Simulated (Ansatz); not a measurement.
# Cu (P6_3/mmc) in Ansatz: notebook

Runs on Cu. Level: HSE06. Tasks: single point, equation of state.

All numbers are computed with Ansatz 0.2.0; they aren't measurements. Logs are shortened: lines on timing, memory, paths and dates and some standing lists are left out, and cuts for length are marked.

## Step 1: Starting point

Symmetry: P6_3/mmc, No. 194, hexagonal system. The conventional cell has a = 2.534 Å, b = 2.534 Å, c = 4.113 Å, α = 90.00°, β = 90.00°, γ = 120.00°. Cu (site symmetry -6m2) has 12 Cu at 2.52 to 2.53 Å as nearest neighbours.

This isn't the form of Cu at room conditions, which is fcc.

## Step 2: Single point, HSE06, 10.75 Å³/atom (volume scaled by 0.94)

Contents of input:

```
crystal:
  lattice:
    - [2.4823658959, 0.0, 0.0]
    - [-1.2411829479, 2.1497919273, 0.0]
    - [0.0, 0.0, 4.0286174227]
  atoms:
    - { symbol: Cu, position: [0.6666666667, 0.3333333333, 0.75] }
    - { symbol: Cu, position: [0.3333333333, 0.6666666667, 0.25] }
hamiltonian:
  xc: hse06
  pseudopotentials: { kind: paw }
kpoints:
  mp_grid: { grid: [8, 8, 4] }
scf:
  occupations: { method: fermi_dirac, width: 0.05 }
output:
  forces: true
  stress: true
  eigenvalues: true
```

Potentials or basis: Ansatz PAW.

What it wrote:

```text
Warning: output.stress: scf.convergence.dr2_threshold = 1e-7 eV (the SCF's general default) is looser than the 2e-10 eV advised for a printed stress (1e-10 eV for each atom of the cell: 2). What an SCF threshold leaves in a stress goes as its square root, and in the free energy as the threshold itself, and one threshold admits the most on a small cell: of the crystals measured, under no hybrid functional and no lock of the moments, on runs that ended without the residual-converged pass, on stresses that held no estimate of that error, the worst erred by over 100 MPa in a component at 1e-7 eV an atom and by under 5 at 1e-10. Set scf.convergence.dr2_threshold to 2e-10 eV or tighter. The threshold is an SCF's pass mark: one that does not reach it within its budget of iterations ends unconverged, or closes short of it on a stop that the run arms, and scf.convergence.dr2_threshold's page says what that costs each kind of run
Warning: output.stress: scf.exx.energy_threshold = 1e-6 eV is looser than the 2e-8 eV advised for a stress under a hybrid functional (1e-8 eV for each atom of the cell: 2). Every SCF of the exchange loop can meet its threshold on dr2 while the loop round them stops early: no threshold on dr2 bounds what that leaves in the stress. Set scf.exx.energy_threshold to 2e-8 eV or tighter. The threshold is the loop's pass mark: a loop that does not reach it within its budget of cycles ends unconverged, and scf.exx.energy_threshold's page has the law
GPUs: using 1 of 1 available (devices: 1).
Engine: ansatz 0.2.0, x86_64-unknown-linux-gnu
Pseudopotentials: kind: paw
Pseudopotential: Cu, paw, valence charge 19, recommended cutoff 420 eV (normal), Cu.paw.azcp
Functional definition: HSE06
  parameter a = 0.25
  parameter omega = 0.11/bohr
  exchange = pbe_x - a*pbe_x_sr(omega) + a*exact_x_sr(omega)
  correlation = pbe_c
device memory: the entry about to start is reckoned to put 0.5 GiB on a device that reports 71.2 GiB free (of which the cap on the GPU budget leaves the run 18.0 GiB)
GPU FFT provider: cuFFT
GPU libraries: cuBLAS 13.8.2, cuFFT 12.4.0, cuSOLVER 12.3.4
Crystal: 2 atoms, lattice volume = 21.499 Å³
Basis set: ecut = 420 eV, 391 PW (Γ), exchange–correlation on 36×36×54 points (8 copies of the dense FFT grid, shifted against one another)
Bands: 23, of which v1, the nominal top of the filled ones, is band 19 counted from 1 (18 counted from 0)
Symmetry: 24 space group operations
Space group: P63/mmc (ITA 194), of the structure as read, at distance tolerance 2.8e-5 Å
k-points: 30 of 256
Non-local potential: Cu, projectors of the file, l = 0: 3, l = 1: 2, l = 2: 3, l = 3: 1
PAW form: soft (Blöchl's): semilocal exchange-correlation on the pseudo side does not see the compensation charge
PAW frozen core: Cu, regenerated for the run's functional, and the local potential with it (the file was generated under x = pbe(κ = 0.804, μ = 0.2195149727645171), c = pbe(β = 0.06672455060314922))
PAW one-centre angular grid: Cu, 590 points (default); XC on 64 Gauss nodes
Initial density: superposition of atomic densities (neutral atoms: chi_scale 0, normalization atom), corrected by the library's trained network
Initial wavefunctions: pseudopotential atomic-orbital guess
GPU buffer pool allocated for 8748 grid points (all kernels)
GPU transforms: local potential and band sums: pruned to the plane-wave sphere, on 18×18×27
Functional: x = pbe(κ = 0.804, μ = 0.2195149727645171), c = pbe(β = 0.06672455060314922), warm-up for x = pbe(κ = 0.804, μ = 0.2195149727645171) + 0.25 (exact − pbe) at short range (hse, ω = 0.20786987370883472 Å⁻¹), c = pbe(β = 0.06672455060314922); HSE06 as pw.x's `hse` composes it (authors' and Libxc's form: `xc: wpbeh`)
SCF iter   1: F=—  HF=-13250.169399 eV  |F-HF|=—  |Δ(HF+E_count)|=         —  Δρ=2.50e-3  dr2=5.63e-4  ethr=1.77e-3  ⟨swp⟩=7.1  Hψ=2931  notcnv=0
preconditioner: auto → none  [metal: Δε(μ)=0.049 eV  Ē_g=11.726 eV  σ=0.050 eV  W_gap=0.24  n_scr=8 (ndim 8)  ℏωp=37.6 eV  f_vac=0.000  D(μ)=1.48/eV (n_scr^D=22)  sad-step TF]
SCF iter   2: F=—  HF=-13250.169481 eV  |F-HF|=—  |Δ(HF+E_count)|=   8.28e-5  Δρ=1.26e-3  dr2=1.54e-4  ethr=1.48e-6  ⟨swp⟩=4.1  Hψ=1727  notcnv=0  defer=6
[... 55 lines left out ...]
SCF 4 converged in 2 iterations: F = -13248.155144 eV  dr2 = 9.03e-10
  Residual-converged pass: ⟨swp⟩=3.0  Hψ=1568  notcnv=0  max |occ|·‖R‖ = 2.3e-6 eV (tolerance 2.4e-6 eV)  dr2=8.87e-10  dr2_onsite=5.53e-10  max |Δocc| = 6.8e-11
hybrid outer 3: dexx = +2.723e-9 eV, tail = 3.14e-9 eV, Δε = 2.86e-4 eV (about 7.00e-5 eV left of the loop's levels), ΔF = 9.25e-18 eV/Å (tail 3.31e-4)
hybrid SCF converged: 3 outer / 15 inner (+7 warm-up), last move |dexx| = 2.72e-9 eV, tail = 3.14e-9 eV
Stability not checked: this state was not tested for a lower state beside it, because the functional holds exact exchange (a hybrid, or Hartree-Fock), whose exchange loop this test does not read (fock_operator; see scf.lower_state_search)
Free energy (F): -13248.155144 eV
Frozen-core exchange: fock
Harris-Foulkes:  -13248.155144 eV  (|F-HF|=5.68e-10)
Internal energy: -13248.142417 eV  (E = F + TS)
E sigma→0 (E₀):  -13248.148780 eV
Entropy (-TS):   -0.012727 eV (-6.363 meV/atom)
Fermi energy:    18.201706 eV
--- Per-component energies (eV) ---
  E_band       = -764.755419
  E_kinetic    = 604.626199
  E_local      = -7800.256952  (includes V_loc(G=0)·N_el)
  E_nonlocal   = 800.040145
  E_hartree    = 3470.683304
  E_xc         = -144.194937
  E_vxc        = -184.410917  (∫ρ·V_xc dr)
  E_exx        = -218.050140  (= α·E_x^exact, valence–valence)
  E_paw        = -3157.833051  (= ΣΔE_a)
  E_vpaw       = -690.022156  (= ΣTr[D̂ρ^β])
  E_aug_tail   = 0.000555  (compensation charges beyond the density's cutoff)
  E_ewald      = -6802.707012
  E_core_change = -0.450532  (= ΣΔE_core)
  E_smearing   = -0.012727  (= −TS)
  E_closure    = 0.000005  (closes the sum)
  Σ components = -13248.155144   (vs F -13248.155144, Δ=0.00e0)
--- Forces (eV/Å), atoms counted from 1 ---
  atom   1  Cu    -0.00000000     0.00000000     0.00000000
  atom   2  Cu     0.00000000    -0.00000000    -0.00000000
  max |Σ_I F_I| component: 4.63e-18 eV/Å
--- Stress (GPa, compression-positive) ---
       20.311377      -0.000000       0.000000
       -0.000000      20.311377      -0.000000
        0.000000      -0.000000      16.152496
  P = ⅓ Tr σ = 18.9251 GPa (189.251 kbar)
--- Band table (eV; the first three rows and the last of 30) ---
  k-point 0: bands = ["-100.1595", "-100.1339", "-56.0547", "-55.8790", "-55.8790", "-55.8697", "-55.8474", "-55.8474", "7.3983", "11.5324", "13.7981", "13.8476", "13.8476", "14.1052", "14.1052", "14.4128", "14.4128", "15.4727", "15.4727", "17.3621", "23.7174", "41.7752", "43.2614"]
  k-point 1: bands = ["-100.1558", "-100.1377", "-56.0271", "-55.8966", "-55.8743", "-55.8743", "-55.8520", "-55.8520", "8.0842", "11.3453", "13.6819", "13.7533", "13.7533", "13.9806", "13.9806", "14.6990", "14.6990", "15.1170", "15.4029", "15.4029", "27.2080", "40.0492", "41.9679"]
  k-point 2: bands = ["-100.1469", "-100.1469", "-55.9615", "-55.9615", "-55.8630", "-55.8630", "-55.8630", "-55.8630", "9.9013", "9.9013", "13.6292", "13.6292", "13.7833", "13.7833", "13.7833", "13.7833", "15.1333", "15.1333", "15.1333", "15.1333", "33.3182", "33.3182", "42.5408"]
  k-point 29: bands = ["-100.1290", "-100.1290", "-56.0093", "-56.0093", "-55.9506", "-55.9506", "-55.9016", "-55.9016", "12.4483", "12.4483", "13.0901", "13.0901", "13.6536", "13.6536", "14.5707", "14.5707", "15.5361", "15.5361", "22.2737", "22.2737", "25.3252", "25.3252", "28.6742"]
```

It took 21 s on 1 × NVIDIA H100 80GB HBM3 with 2 threads of AMD EPYC 7R13 (Zen 3), shared host; peak memory 1.8 GiB.

Results:

```
Free energy            : -13248.1551 eV
Pressure               : 18.9 GPa
Band gap on the k mesh : none (metal or under the smearing width)
```

Caveat: the k mesh is coarse (spacing up to 0.39 Å⁻¹), so the values aren't converged, least of all with exact exchange; the pressure holds a Pulay correction of +0.5 GPa for the finite cutoff; the PAW data sets come from PBE, with cores solved anew for the run's functional, which leaves a small shift of forces and pressure; the thresholds are loose for stress.

## Step 3: Single point, HSE06, 10.98 Å³/atom (volume scaled by 0.96)

input, as its differences from that of step 2:

```diff
@@ -2,5 +2,5 @@
   lattice:
-    - [2.4823658959, 0.0, 0.0]
-    - [-1.2411829479, 2.1497919273, 0.0]
-    - [0.0, 0.0, 4.0286174227]
+    - [2.4998479218, 0.0, 0.0]
+    - [-1.2499239609, 2.1649318059, 0.0]
+    - [0.0, 0.0, 4.0569889027]
   atoms:
```

Potentials or basis: Ansatz PAW.

Run time: 20 s. Hardware: 1 × NVIDIA H100 80GB HBM3 with 2 threads of AMD EPYC 7R13 (Zen 3), shared host; peak memory 1.8 GiB.

The run converged. Its results:

| Property | Result |
| --- | --- |
| Free energy | -13248.2031 eV |
| Pressure | 14.7 GPa |
| Band gap on the k mesh | none (metal or under the smearing width) |

Caveat: the k mesh is coarse (spacing up to 0.39 Å⁻¹), so the values aren't converged, least of all with exact exchange; the pressure holds a Pulay correction of +0.5 GPa for the finite cutoff; the PAW data sets come from PBE, with cores solved anew for the run's functional, which leaves a small shift of forces and pressure; the thresholds are loose for stress.

## Step 4: Single point, HSE06, 11.21 Å³/atom (volume scaled by 0.98)

input, as its differences from that of step 3:

```diff
@@ -2,5 +2,5 @@
   lattice:
-    - [2.4998479218, 0.0, 0.0]
-    - [-1.2499239609, 2.1649318059, 0.0]
-    - [0.0, 0.0, 4.0569889027]
+    - [2.5170887971, 0.0, 0.0]
+    - [-1.2585443986, 2.1798628419, 0.0]
+    - [0.0, 0.0, 4.0849690207]
   atoms:
```

Run time: 22 s. Hardware: 1 × NVIDIA H100 80GB HBM3 with 2 threads of AMD EPYC 7R13 (Zen 3), shared host; peak memory 1.8 GiB.

The run converged. Its results:

| Quantity | Value |
| --- | --- |
| Free energy | -13248.2397 eV |
| Pressure | 11.0 GPa |
| Band gap on the k mesh | none (metal or under the smearing width) |

Caveat: the k mesh is coarse (spacing up to 0.38 Å⁻¹), so the values aren't converged, least of all with exact exchange; the pressure holds a Pulay correction of +0.4 GPa for the finite cutoff; the PAW data sets come from PBE, with cores solved anew for the run's functional, which leaves a small shift of forces and pressure; the thresholds are loose for stress.

## Step 5: Single point, HSE06, 11.44 Å³/atom

input, as its differences from that of step 4:

```diff
@@ -2,5 +2,5 @@
   lattice:
-    - [2.5170887971, 0.0, 0.0]
-    - [-1.2585443986, 2.1798628419, 0.0]
-    - [0.0, 0.0, 4.0849690207]
+    - [2.5340966698, 0.0, 0.0]
+    - [-1.2670483349, 2.1945920917, 0.0]
+    - [0.0, 0.0, 4.112571]
   atoms:
```

Run time: 24 s. Hardware: 1 × NVIDIA H100 80GB HBM3 with 2 threads of AMD EPYC 7R13 (Zen 3), shared host; peak memory 1.8 GiB.

It converged, with:

```yaml
Free_energy: -13248.2662 eV
Pressure: 7.6 GPa
Band_gap_on_the_k_mesh: none (metal or under the smearing width)
```

Caveat: the k mesh is coarse (spacing up to 0.38 Å⁻¹), so the values aren't converged, least of all with exact exchange; the pressure holds a Pulay correction of +0.4 GPa for the finite cutoff; the PAW data sets come from PBE, with cores solved anew for the run's functional, which leaves a small shift of forces and pressure; the thresholds are loose for stress.

## Step 6: Single point, HSE06, 11.66 Å³/atom (volume scaled by 1.02)

input, as its differences from that of step 5:

```diff
@@ -2,5 +2,5 @@
   lattice:
-    - [2.5340966698, 0.0, 0.0]
-    - [-1.2670483349, 2.1945920917, 0.0]
-    - [0.0, 0.0, 4.112571]
+    - [2.550879256, 0.0, 0.0]
+    - [-1.275439628, 2.2091262377, 0.0]
+    - [0.0, 0.0, 4.1398073633]
   atoms:
```

Potentials or basis: Ansatz PAW.

It took 22 s on 1 × NVIDIA H100 80GB HBM3 with 2 threads of AMD EPYC 7R13 (Zen 3), shared host; peak memory 1.8 GiB.

The run converged. Its results:

```
Free energy            : -13248.2834 eV
Pressure               : 4.6 GPa
Band gap on the k mesh : none (metal or under the smearing width)
```

Caveat: the k mesh is coarse (spacing up to 0.38 Å⁻¹), so the values aren't converged, least of all with exact exchange; the pressure holds a Pulay correction of +0.4 GPa for the finite cutoff; the PAW data sets come from PBE, with cores solved anew for the run's functional, which leaves a small shift of forces and pressure; the thresholds are loose for stress.

## Step 7: Single point, HSE06, 11.89 Å³/atom (volume scaled by 1.04)

input, as its differences from that of step 6:

```diff
@@ -2,5 +2,5 @@
   lattice:
-    - [2.550879256, 0.0, 0.0]
-    - [-1.275439628, 2.2091262377, 0.0]
-    - [0.0, 0.0, 4.1398073633]
+    - [2.5674438712, 0.0, 0.0]
+    - [-1.2837219356, 2.2234716153, 0.0]
+    - [0.0, 0.0, 4.1666899825]
   atoms:
```

It took 27 s on 1 × NVIDIA H100 80GB HBM3 with 2 threads of AMD EPYC 7R13 (Zen 3), shared host; peak memory 1.8 GiB.

The run converged. Its results:

| Property | Result |
| --- | --- |
| Free energy | -13248.2927 eV |
| Pressure | 1.9 GPa |
| Band gap on the k mesh | none (metal or under the smearing width) |

Caveat: the k mesh is coarse (spacing up to 0.38 Å⁻¹), so the values aren't converged, least of all with exact exchange; the pressure holds a Pulay correction of +0.4 GPa for the finite cutoff; the PAW data sets come from PBE, with cores solved anew for the run's functional, which leaves a small shift of forces and pressure; the thresholds are loose for stress.

## Step 8: Single point, HSE06, 12.12 Å³/atom (volume scaled by 1.06)

input, as its differences from that of step 7:

```diff
@@ -2,5 +2,5 @@
   lattice:
-    - [2.5674438712, 0.0, 0.0]
-    - [-1.2837219356, 2.2234716153, 0.0]
-    - [0.0, 0.0, 4.1666899825]
+    - [2.5837974578, 0.0, 0.0]
+    - [-1.2918987289, 2.2376342367, 0.0]
+    - [0.0, 0.0, 4.1932301247]
   atoms:
```

Wall time 27 s (1 × NVIDIA H100 80GB HBM3 with 2 threads of AMD EPYC 7R13 (Zen 3), shared host); peak memory 1.8 GiB.

It converged, with:

```
Free energy            : -13248.2945 eV
Pressure               : -0.6 GPa
Band gap on the k mesh : none (metal or under the smearing width)
```

Caveat: the k mesh is coarse (spacing up to 0.37 Å⁻¹), so the values aren't converged, least of all with exact exchange; the pressure holds a Pulay correction of +0.4 GPa for the finite cutoff; the PAW data sets come from PBE, with cores solved anew for the run's functional, which leaves a small shift of forces and pressure; the thresholds are loose for stress.

## Step 9: Equation of state, HSE06

Potentials or basis: Ansatz PAW.

This step only gathers the single runs of the series.

Results:

* Equilibrium volume: 12.07 Å³/atom
* Bulk modulus at fixed shape and positions: 125 GPa
* Pressure derivative of the bulk modulus: 4.7

Energy against volume, from the lowest point:
```csv
volume (Å³/atom),energy (meV/atom)
10.749,69.69
10.978,45.74
11.207,27.40
11.436,14.15
11.664,5.54
11.893,0.90
12.122,0.00
```

Caveat: the k mesh is coarse (spacing up to 0.38 Å⁻¹), so the values aren't converged, least of all with exact exchange; the cell was scaled at fixed shape and fractional positions, which overstates the stiffness of a crystal with free parameters, most of all of layers and chains; the PAW data sets were made with another functional, which shifts forces and pressure a little.
